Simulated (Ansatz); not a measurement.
What a trial cell of W3S2 relaxes into

The calculation used Ansatz, DFT PBE, scalar-relativistic, plane waves, PAW. Cutoff 420 eV, Γ-centred k mesh, Gaussian smearing, no spin polarisation in the final step.

W3S2 was placed on the A-type sesquioxide structure type (P-3m1, No. 164), with S in place of La, W in place of O, at a guessed volume.

```
W S
1.0
     4.02912    0.00000    0.00000
    -2.01456    3.48932    0.00000
     0.00000    0.00000    6.26865
W S
3 2
Direct
  0.00000 0.00000 0.00000
  0.33333 0.66667 0.64500
  0.66667 0.33333 0.35500
  0.33333 0.66667 0.24500
  0.66667 0.33333 0.75500
```

Cell and atoms relax at zero pressure; the relaxation can't lower the symmetry of the start. After a coarse first stage the cell is made exact in the group found at 0.06 Å.

Energies over the elements count from the elements' standard structures at the same level, with no empirical corrections.

Question: Which crystal results?

Answer: It keeps P-3m1 (No. 164). The result has the A-type sesquioxide structure. Conventional cell: a = 4.039 Å, c = 5.351 Å. Around W on Wyckoff site a (1 atom of the primitive cell) lie 6 S at 2.58 Å and 6 W at 2.98 Å; W on Wyckoff site d (2 atoms of the primitive cell) has 4 S at 2.39–2.45 Å, 6 W at 2.86–2.98 Å and 1 S at 2.96 Å; S is coordinated by 7 W at 2.39–2.58 Å.

```cif
data_structure
_symmetry_space_group_name_H-M 'P-3m1'
_symmetry_Int_Tables_number 164
_cell_length_a 4.0388
_cell_length_b 4.0388
_cell_length_c 5.3507
_cell_angle_alpha 90.000
_cell_angle_beta 90.000
_cell_angle_gamma 120.000
_cell_volume 75.59
loop_
_atom_site_label
_atom_site_type_symbol
_atom_site_symmetry_multiplicity
_atom_site_Wyckoff_symbol
_atom_site_fract_x
_atom_site_fract_y
_atom_site_fract_z
_atom_site_occupancy
W1 W 1 a 0.00000 0.00000 0.00000 1
W2 W 2 d 0.33333 0.66667 0.65395 1
S1 S 2 d 0.33333 0.66667 0.20805 1
```

Question: What are its volume, energy, density and gap?

Answer: The volume per atom is 15.12 Å³, the density is 13.52 g/cm³ and the energy over the elements is 0.64 eV/atom. The gap on the 12×12×8 mesh is 0 eV (a metal).

The final run used a 12×12×8 mesh on its 5-atom cell and 0.10 eV smearing. For metals, differences of a few meV/atom aren't resolved. Spin–orbit coupling is left out. A structure relaxed within its symmetry needn't be a true minimum. The steps took of the order of 4 core-minutes in all.